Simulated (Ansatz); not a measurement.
## Fitting the m-r2SCAN energy curve of InAs

```xyz
2
Lattice="0.0000 3.0180 3.0180 3.0180 0.0000 3.0180 3.0180 3.0180 0.0000" Properties=species:S:1:pos:R:3 pbc="T T T"
In    0.0000    0.0000    0.0000
As    4.5270    4.5270    4.5270
```

The cell was scaled at fixed shape and fractions and run with Ansatz, Ansatz PAW, cutoff 500 eV; m-r2SCAN, k mesh 8 × 8 × 8 on the cell of 2 atoms, fermi-dirac occupations of 0.05 eV, no spin polarisation, no spin-orbit coupling. The potentials were made for PBE. Energies are those that the program minimises, any entropy of the smearing included.

```csv
V (Å³/atom),energy over the lowest row (meV/atom)
25.8396,53.49
26.3894,?
26.9391,16.98
27.4889,6.84
28.0387,1.35
28.5885,0.00
29.1383,2.34
```

Fit the third-order Birch-Murnaghan form, give V0, B0 and B′, and predict the energy left open.

With y = (V0/V)^(2/3), E = E0 + (9 V0 B0/16) [(y - 1)³ B′ + (y - 1)² (6 - 4y)]. Least squares through the rows shown give V0 = 28.5050 Å³/atom, E0 = -0.05 meV, B0 = 56.74 GPa (1 eV/Å³ = 160.218 GPa) and B′ = 4.90, with a largest miss of 0.01 meV. At V = 26.3894 the form with these constants gives 32.31 meV; the run gave 32.32 meV an atom. Measured volume: 27.8 Å³/atom at 298.15 K (a printed reference work), so the fit lies +2.5 % from it. The runs are for a static lattice.
